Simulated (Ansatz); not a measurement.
Input and command of a plane-wave DFT calculation in Ansatz:

```yaml
crystal:
  lattice:
    - [2.7488179333, 0.0, 0.0]
    - [-1.3744089666, 2.3805461606, 0.1339057215]
    - [0.0, 0.1425319056, 2.5339005437]
  atoms:
    - { symbol: Mo, position: [0.0, 0.0, 0.5] }
basis:
  ecutwfc: 500
kpoints:
  mp_grid: { grid: [24, 24, 24] }
hamiltonian:
  xc: r2scan
scf:
  occupations: { method: gaussian, width: 0.15 }
output:
  forces: true
  stress: true
  eigenvalues: true
```

```bash
ansatz run input.yaml --threads 1 --pin off --max-ram 2560MiB --backend cpu --events-out ev --progress --plain --runs-dir out
```

Processor: Intel(R) Xeon(R) 6975P-C (Granite Rapids), 1 thread, on a host shared with other jobs.

Problem. Estimate time, memory and problem size.

Solution. About 36 s on 1 thread of Intel(R) Xeon(R) 6975P-C (Granite Rapids) (shared host), peak memory 1.2 GiB. It solves 11 bands at 3614 k points (the mesh reduced by the symmetry that the task leaves, which can be less than the crystal's) with about 407 plane waves, in 6 SCF iterations.
